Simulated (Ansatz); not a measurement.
The system is La2O3.

```
CELL_PARAMETERS angstrom
3.93078 0.00000 0.00000
-1.96539 3.40415 0.00000
0.00000 0.00000 6.11195
ATOMIC_POSITIONS crystal
La 0.33333 0.66667 0.24624
La 0.66667 0.33333 0.75376
O 0.00000 0.00000 0.00000
O 0.33333 0.66667 0.64589
O 0.66667 0.33333 0.35411
```

The cell is a database's computed one.

Base run:

* Program: Ansatz 0.2.0
* Functional: PBEsol
* Potentials or basis: Ansatz PAW
* Cutoff: 420 eV
* Density cutoff: 1680 eV
* k mesh: 8 × 8 × 5
* Occupations: fermi-dirac, width 0.05 eV
* Spin: no spin polarisation

Its results: band gap on the k mesh 3.81 eV, indirect (least direct gap 3.96 eV); pressure -3.0 GPa; largest force 0.093 eV/Å.

Q: The run is repeated on the same cell with these changes: hubbard terms from none to La f U = 8 eV; hubbard projectors from none to ortho-atomic (the default). What comes out?

A: Band gap on the k mesh 3.81 eV, indirect (least direct gap 3.96 eV); pressure 0.9 GPa; largest force 0.040 eV/Å.

Caveats: spin-orbit coupling is left out, which moves the levels of the heavy elements; the PAW data sets come from PBE, with cores solved anew for the run's functional, which leaves a small shift of forces and pressure; the magnetic or orbital state may not be the lowest (some runs); odd divisions of the mesh miss points on the zone boundary, where band edges often lie, so the gap on the mesh can be too wide (some runs); the density of states is complete only up to the lowest level of the last band computed (some runs).

A k mesh can miss the band edges.

Not every run made on this cell is shown here.
